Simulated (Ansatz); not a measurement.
**What a change of settings does to a run on BaS**

The cell is COD entry 9008600, as deposited and not checked against the literature; nothing was relaxed. The listed cell was then made from it by scaling, straining or moving an atom.

First run: DFT, PBE, PAW with Ansatz's default frozen-core files, scalar-relativistic (Ansatz 0.2.0).

Command: `ansatz run input.yaml --threads 1 --pin off --max-ram 2048MiB --backend cpu --events-out ev --progress --plain --runs-dir out` The run took 3.7 s on 1 thread of Arm Neoverse V2, with other jobs on the host, peak memory 0.38 GiB.

```yaml
crystal:
  lattice:
    - [-0.12775, 3.129875, 3.129875]
    - [3.129875, -0.12775, 3.129875]
    - [3.129875, 3.129875, -0.12775]
  atoms:
    - { symbol: Ba, position: [0.0, 0.0, 0.0] }
    - { symbol: S, position: [0.5, 0.5, 0.5] }
kpoints:
  mp_grid: { grid: [7, 7, 7] }
scf:
  occupations: { method: fermi_dirac, width: 0.01 }
hamiltonian:
  xc: pbe
  pseudopotentials: { kind: paw }
output:
  forces: true
  stress: true
  eigenvalues: true
  efg: { contact_densities: true }
```

Result: converged; pressure 0.80 GPa; gap on the k mesh 2.16 eV (the mesh can miss the band edges); 6 SCF iterations.

No spin–orbit coupling, which matters for the heavy atoms here.

The input is then changed:

```diff
@@ -11,7 +11,8 @@
 scf:
   occupations: { method: fermi_dirac, width: 0.01 }
+  eigensolver: { kind: davidson }
 hamiltonian:
   xc: pbe
-  pseudopotentials: { kind: paw }
+  pseudopotentials: { kind: paw, source: jth }
 output:
   forces: true
@@ -19,3 +20,5 @@
   eigenvalues: true
   efg: { contact_densities: true }
+basis:
+  precision: f64
```

Question: Predict the outcome of the changed run.

Answer: It converged; pressure 1.27 GPa; gap on the k mesh 2.08 eV (the mesh can miss the band edges); 7 SCF iterations.

The results part of its log:

```
SCF 1 converged in 7 iterations: F = -6840.553283 eV  dr2 = 1.30e-8
  Residual-converged pass: ⟨swp⟩=4.0  Hψ=1376  notcnv=0  max |occ|·‖R‖ = 6.7e-6 eV (tolerance 6.7e-6 eV)  dr2=1.18e-8  dr2_onsite=1.04e-9  max |Δocc| = 0.0e0
  greatest PAW one-centre occupation: 0.909 electrons in one spin orbital (limit 2), on the Ba atom at site 0 (counted from 0), in its partial waves of l = 0
SCF converged after 7 iterations
Free energy (F): -6840.553283 eV
Harris-Foulkes:  -6840.553283 eV  (|F-HF|=9.22e-9)
Internal energy: -6840.553283 eV  (E = F + TS)
E sigma→0 (E₀):  -6840.553283 eV
Fermi energy:    7.109491 eV
--- Per-component energies (eV) ---
  E_band       = -49.316600
  E_kinetic    = 368.277935
  E_local      = -344.496820  (includes V_loc(G=0)·N_el)
  E_nonlocal   = -65.071068
  E_hartree    = 123.560988
  E_xc         = -362.236498
  E_vxc        = -327.714607  (∫ρ·V_xc dr)
  E_paw        = -5709.826337  (= ΣΔE_a)
  E_vpaw       = 72.566942  (= ΣTr[D̂ρ^β])
  E_aug_tail   = 0.000129  (compensation charges beyond the density's cutoff)
  E_ewald      = -850.761614
  E_smearing   = -0.000000  (= −TS)
  E_closure    = 0.000000  (closes the sum)
  Σ components = -6840.553283   (vs F -6840.553283, Δ=0.00e0)
--- Forces (eV/Å), atoms counted from 1 ---
  atom   1  Ba    -0.00000000     0.00000000    -0.00000000
  atom   2  S      0.00000000    -0.00000000    -0.00000000
  max |Σ_I F_I| component: 1.25e-30 eV/Å
--- Stress (GPa, compression-positive) ---
        1.273482       0.655846       0.655846
        0.655846       1.273482       0.655846
        0.655846       0.655846       1.273482
  P = ⅓ Tr σ = 1.2735 GPa (12.735 kbar)
--- PAW observables at the nuclei: V_zz in 10²¹ V/m², potentials from the cell's mean, atoms counted from 1 ---
  atom   1  Ba V_zz =    +2.808447   η = 0.0000   by run symmetry: allowed
            electrostatic potential = -9581.412335 V   contact ρ = 2229341.119159 e/Å³
  atom   2  S  V_zz =    -0.488513   η = 0.0000   by run symmetry: allowed
            electrostatic potential = -1634.816896 V   contact ρ = 19894.874314 e/Å³
--- Band table (eV; the first three rows and the last of 44) ---
  k-point 0: bands = ["-20.0989", "-5.1496", "-5.1496", "-5.1368", "-4.3665", "5.9488", "5.9488", "6.0800", "9.5193", "9.6770", "9.6770"]
  k-point 1: bands = ["-20.0910", "-5.5135", "-5.1526", "-5.1477", "-3.9823", "5.4576", "5.6817", "5.8290", "9.8012", "9.9729", "10.1740"]
  k-point 2: bands = ["-20.0731", "-5.9806", "-5.1687", "-5.1593", "-3.4691", "4.6381", "5.2043", "5.4004", "10.2193", "10.7567", "11.1374"]
  k-point 43: bands = ["-20.0421", "-6.1805", "-5.2797", "-5.2195", "-3.3307", "4.2771", "4.8349", "4.9786", "11.1079", "11.3263", "12.2895"]
```
